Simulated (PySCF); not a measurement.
# C5H6N+: electronic structure in real space

Aim: take C5H6N+ and analyse its density (charges, bond critical points, surface potential), compute its lowest excited states and localise its valence orbitals.

Method: levels as typed in each script, gas phase, geometry from GFN2-xTB; program: PySCF 2.14.0.

**1. Starting geometry**

SMILES `c1cc[nH+]cc1`, 12 atoms, charge 1, spin multiplicity 1.

Bond lengths: C1–C2 1.391 Å, C1–C6 1.391 Å, C1–H7 1.080 Å, C2–C3 1.381 Å, C2–H8 1.079 Å, C3–N4 1.337 Å, C3–H9 1.080 Å, N4–C5 1.337 Å, N4–H10 1.019 Å, C5–C6 1.381 Å, C5–H11 1.080 Å, C6–H12 1.079 Å. Angles: C2–C1–C6 119.4°, C2–C1–H7 120.3°, C6–C1–H7 120.3°, C1–C2–C3 119.1°, C1–C2–H8 121.0°, C3–C2–H8 119.9°, C2–C3–N4 119.9°, C2–C3–H9 122.2°, N4–C3–H9 117.9°, C3–N4–C5 122.5°, C3–N4–H10 118.7°, C5–N4–H10 118.7°, N4–C5–C6 119.9°, N4–C5–H11 117.9°, C6–C5–H11 122.2°, C1–C6–C5 119.1°, C1–C6–H12 121.0°, C5–C6–H12 119.9°.

Coordinates:

```xyz
12
C5H6N
C     1.41539   -0.00646    0.00000
C     0.70790   -1.20459    0.00000
C    -0.67222   -1.16896    0.00000
N    -1.30927    0.00600    0.00000
C    -0.66097    1.17537    0.00000
C     0.71942    1.19775    0.00000
H     2.49493   -0.01147    0.00000
H     1.22121   -2.15313    0.00000
H    -1.27098   -2.06809    0.00000
H    -2.32809    0.01055    0.00000
H    -1.25108    2.08020    0.00000
H     1.24182    2.14133    0.00000
```

**2. Density, bond paths and surface potential (wB97X/cc-pvdz)**

Input file input.py:

```python
import numpy as np
from pyscf import gto, scf, dft
from pyscf.scf import atom_ks, atom_hf
from scipy.linalg import block_diag

def solve(mol, dm0=None, hcore=None):
    mf = (dft.UKS if mol.spin else dft.RKS)(mol, xc='wb97x')
    mf.grids.level = 3
    mf = mf.density_fit(auxbasis='def2-universal-jkfit')
    mf.conv_tol, mf.max_cycle = 1e-8, 80
    if hcore is not None:
        mf.get_hcore = lambda *args: hcore
    mf.kernel(dm0)
    if not mf.converged:
        mf = mf.newton().run(mf.mo_coeff, mf.mo_occ, max_cycle=30)
    assert mf.converged, 'SCF not converged'
    return mf

mol = gto.M(atom='''
C      1.41539    -0.00646     0.00000
C      0.70790    -1.20459     0.00000
C     -0.67222    -1.16896     0.00000
N     -1.30927     0.00600     0.00000
C     -0.66097     1.17537     0.00000
C      0.71942     1.19775     0.00000
H      2.49493    -0.01147     0.00000
H      1.22121    -2.15313     0.00000
H     -1.27098    -2.06809     0.00000
H     -2.32809     0.01055     0.00000
H     -1.25108     2.08020     0.00000
H      1.24182     2.14133     0.00000
''', basis='cc-pvdz', charge=1, spin=0, verbose=4)
mf = solve(mol)
mf.analyze()
# spherically averaged free atoms, for the promolecule
atm = atom_ks.get_atm_nrks(mol, xc='wb97x')
pro = block_diag(*[(atm[a[0]][2] * atm[a[0]][3]) @ atm[a[0]][2].T for a in mol._atom])
np.savez('result.npz', e=mf.e_tot, c=mf.mo_coeff, occ=mf.mo_occ, eps=mf.mo_energy, pro=pro, dip=mf.dip_moment(verbose=0), s2=mf.spin_square()[0])
```

Launch:

```console
> OMP_NUM_THREADS=1 python input.py
```

**4. Excited states (wB97X/6-31+g*)**

Input file input.py:

```python
import numpy as np
from pyscf import gto, scf, dft, tdscf
from pyscf.scf import atom_ks, atom_hf
from scipy.linalg import block_diag

def solve(mol, dm0=None, hcore=None):
    mf = (dft.UKS if mol.spin else dft.RKS)(mol, xc='wb97x')
    mf.grids.level = 3
    mf = mf.density_fit(auxbasis='def2-universal-jkfit')
    mf.conv_tol, mf.max_cycle = 1e-8, 80
    if hcore is not None:
        mf.get_hcore = lambda *args: hcore
    mf.kernel(dm0)
    if not mf.converged:
        mf = mf.newton().run(mf.mo_coeff, mf.mo_occ, max_cycle=30)
    assert mf.converged, 'SCF not converged'
    return mf

mol = gto.M(atom='''
C      1.41539    -0.00646     0.00000
C      0.70790    -1.20459     0.00000
C     -0.67222    -1.16896     0.00000
N     -1.30927     0.00600     0.00000
C     -0.66097     1.17537     0.00000
C      0.71942     1.19775     0.00000
H      2.49493    -0.01147     0.00000
H      1.22121    -2.15313     0.00000
H     -1.27098    -2.06809     0.00000
H     -2.32809     0.01055     0.00000
H     -1.25108     2.08020     0.00000
H      1.24182     2.14133     0.00000
''', basis='6-31+g*', charge=1, spin=0, verbose=4)
mf = solve(mol)
td = mf.TDA()
td.nstates, td.singlet, td.conv_tol = 4, True, 1e-5
td.kernel()
td.analyze()
x, y = np.array([p[0] for p in td.xy]), np.array([p[1] + 0 * p[0] for p in td.xy])
f, mu = td.oscillator_strength(), td.transition_dipole()
nto = [td.get_nto(state=i + 1, verbose=4) for i in range(len(td.e))]
# spherically averaged free atoms, for the promolecule
atm = atom_ks.get_atm_nrks(mol, xc='wb97x')
pro = block_diag(*[(atm[a[0]][2] * atm[a[0]][3]) @ atm[a[0]][2].T for a in mol._atom])
np.savez('result.npz', e=td.e, f=f, ok=td.converged, w=[n[0] for n in nto], nto=[n[1] for n in nto], x=x, y=y, c=mf.mo_coeff, occ=mf.mo_occ, eps=mf.mo_energy, pro=pro, mu=mu)
```

**6. Localised orbitals (PBE/def2-tzvp)**

Input file input.py:

```python
import numpy as np
from pyscf import gto, scf, dft, lo
from pyscf.data.elements import chemcore

def solve(mol, dm0=None, hcore=None):
    mf = (dft.UKS if mol.spin else dft.RKS)(mol, xc='pbe')
    mf.grids.level = 3
    mf = mf.density_fit(auxbasis='def2-universal-jkfit')
    mf.conv_tol, mf.max_cycle = 1e-8, 80
    if hcore is not None:
        mf.get_hcore = lambda *args: hcore
    mf.kernel(dm0)
    if not mf.converged:
        mf = mf.newton().run(mf.mo_coeff, mf.mo_occ, max_cycle=30)
    assert mf.converged, 'SCF not converged'
    return mf

mol = gto.M(atom='''
C      1.41539    -0.00646     0.00000
C      0.70790    -1.20459     0.00000
C     -0.67222    -1.16896     0.00000
N     -1.30927     0.00600     0.00000
C     -0.66097     1.17537     0.00000
C      0.71942     1.19775     0.00000
H      2.49493    -0.01147     0.00000
H      1.22121    -2.15313     0.00000
H     -1.27098    -2.06809     0.00000
H     -2.32809     0.01055     0.00000
H     -1.25108     2.08020     0.00000
H      1.24182     2.14133     0.00000
''', basis='def2-tzvp', charge=1, spin=0, verbose=4)
mf = solve(mol)
occ_all = mf.mo_coeff[:, mf.mo_occ > 0]
occ = occ_all[:, chemcore(mol):]
loc = lo.ibo.ibo(mol, occ, iaos=lo.iao.iao(mol, occ_all))
fock, s = mf.get_fock(), mf.get_ovlp()
ortho = lo.orth_ao(mol, 'meta_lowdin')
ortho = lo.vec_lowdin(lo.iao.iao(mol, occ_all), s)
labels = lo.iao.reference_mol(mol).ao_labels(fmt=None)
vir = lo.vvo.livvo(mol, occ_all, mf.mo_coeff[:, mf.mo_occ == 0])
both = np.hstack([loc, vir])
p = (ortho.T @ s @ both) ** 2
pop = np.array([p[[l[0] == a for l in labels]].sum(0) for a in range(mol.natm)])
spd = np.array([[p[[l[0] == a and l[2][-1] == k for l in labels]].sum(0) for k in 'spd'] for a in range(mol.natm)])
eps = np.einsum('pi,pq,qi->i', both, fock, both)
for i in np.argsort(eps):
    top = np.argsort(-pop[:, i])[:3]
    print('%3d %s %9.4f Eh ' % (i + 1, 'occ' if i < loc.shape[1] else 'vir', eps[i]), '  '.join('%s%d %.3f' % (mol.atom_symbol(a), a + 1, pop[a, i]) for a in top))
np.savez('result.npz', c=both, nocc=loc.shape[1], pop=pop, spd=spd, eps=eps, e=mf.e_tot)
```

(Steps that only read results are left out.)

Q: Predict the outcome of this session. Wanted: dipole moment; HOMO, LUMO; lowest singlet excitation.

The runs gave:

| quantity | value |
| --- | --- |
| dipole moment (wB97X/cc-pvdz) | 1.96 D |
| HOMO, LUMO (wB97X/cc-pvdz) | -15.57, -4.78 eV |
| lowest singlet excitation (wB97X/6-31+g*) | 5.85 eV |
| localised occupied orbitals above −45 eV (PBE/def2-tzvp) | 15 |

In words: At wB97X/cc-pvdz: The highest Hirshfeld charge is on H10 (+0.21 e), the lowest on C2 and C6 (0.00 e). The geometry was not optimised at these levels.
